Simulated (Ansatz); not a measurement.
# CuI: properties at the relaxed cell

One table from this session's results is given with a row withheld; the runs are named, their logs left out.

The COD entry's cell or inner coordinates are ideal or old and differ from later refinements, so a difference from it is no clean test against experiment.

Computed with Ansatz 0.2.0 (DFT PBE, scalar-relativistic, plane waves, PAW, unless a step's input says otherwise).

1 further run of the same task is left out (set aside as unsound or not needed).

## The structure to begin with

Symmetry: F-43m, No. 216, cubic system. The conventional cell has a = 6.078 Å, b = 6.078 Å, c = 6.078 Å, α = 90.00°, β = 90.00°, γ = 90.00°. Cu (site symmetry -43m) has 4 I at 2.63 Å as nearest neighbours. I (site symmetry -43m) has 4 Cu at 2.63 Å as nearest neighbours.

Structure file:

```cif
data_structure
_symmetry_space_group_name_H-M 'F-43m'
_symmetry_Int_Tables_number 216
_cell_length_a 6.0780
_cell_length_b 6.0780
_cell_length_c 6.0780
_cell_angle_alpha 90.000
_cell_angle_beta 90.000
_cell_angle_gamma 90.000
_cell_volume 224.53
loop_
_atom_site_label
_atom_site_type_symbol
_atom_site_symmetry_multiplicity
_atom_site_Wyckoff_symbol
_atom_site_fract_x
_atom_site_fract_y
_atom_site_fract_z
_atom_site_occupancy
Cu1 Cu 4 d 0.25000 0.25000 0.75000 1
I1 I 4 a 0.00000 0.00000 0.00000 1
```

This cell was relaxed beforehand with the same method: volume 28.07 Å³/atom, gap on the mesh 1.10 eV.

Set-up of the first run:

Contents of input.yaml:

```yaml
crystal:
  lattice:
    - [0.0, 3.0390034091, 3.0390034091]
    - [3.0390034091, 0.0, 3.0390034091]
    - [3.0390034091, 3.0390034091, 0.0]
  atoms:
    - { symbol: Cu, position: [0.25, 0.25, 0.25] }
    - { symbol: I, position: [0.0, 0.0, 0.0] }
basis:
  ecutwfc: 420
kpoints:
  mp_grid: { grid: [8, 8, 8] }
  band_path:
    path:
      - [[0.0, 0.0, 0.0], [-0.5, -0.5, 0.0], [-0.375, -0.375, 0.25]]
      - [[-0.375, 0.0, 0.375], [0.0, 0.0, 0.0], [0.0, 0.0, 0.5], [-0.5, -0.25, 0.25], [-0.5, -0.5, 0.0]]
    npoints: 14
hamiltonian:
  xc: pbe
scf:
  occupations: { method: gaussian, width: 0.02 }
  n_extra_bands: 6
output:
  forces: true
  stress: true
  eigenvalues: true
  populations: true
  dos: { projected: true, de: 0.02, nscf_kmesh: { grid: [12, 12, 12] } }
  bader: true
  write_density: true
  write_potential: true
  elf: true
  volumetric_format: npy
```

The run is started by

```console
$ ansatz run input.yaml --threads 1 --pin off --max-ram 2560MiB --backend cpu --events-out ev --progress --plain --runs-dir out
```

Steps of the session up to this table: Bands, states and charges; Seeking the band edges over the whole zone; Levels beside the edges; The cell scaled to 0.97 of its volume; Volume × 1.03; Point at V/V0 = 0.94; Point at V/V0 = 1.06.

One of the session's tables, all rows but one given; the rest of the session is left out.

It belongs to the step «Fit of the equation of state». 

```
volume (Å³/atom)  energy above the lowest point (meV/atom)  pressure (GPa)  gap on the mesh (eV)
          26.383                                      14.2            2.86                  1.27
          27.225                                         ?               ?                     ?
          28.067                                       0.0            0.02                  1.10
          28.909                                       2.8           -1.05                  1.03
          29.751                                      10.7           -1.93                  0.96
```

Estimate the missing values for volume (Å³/atom) = 27.225.

Worked estimate for «energy above the lowest point (meV/atom)». A straight line through the neighbours (26.383, 14.2) and (28.067, 0.0) gives 14.2 + (0.0 − 14.2) × (27.225 − 26.383) / (28.067 − 26.383) = 7.1; a parabola fitted to 3 rows on both sides gives 3.8.

**Answer.** energy above the lowest point (meV/atom): 3.4; pressure (GPa): 1.31; gap on the mesh (eV): 1.18. In «energy above the lowest point (meV/atom)» the line misses by +3.7 and the parabola by +0.4.
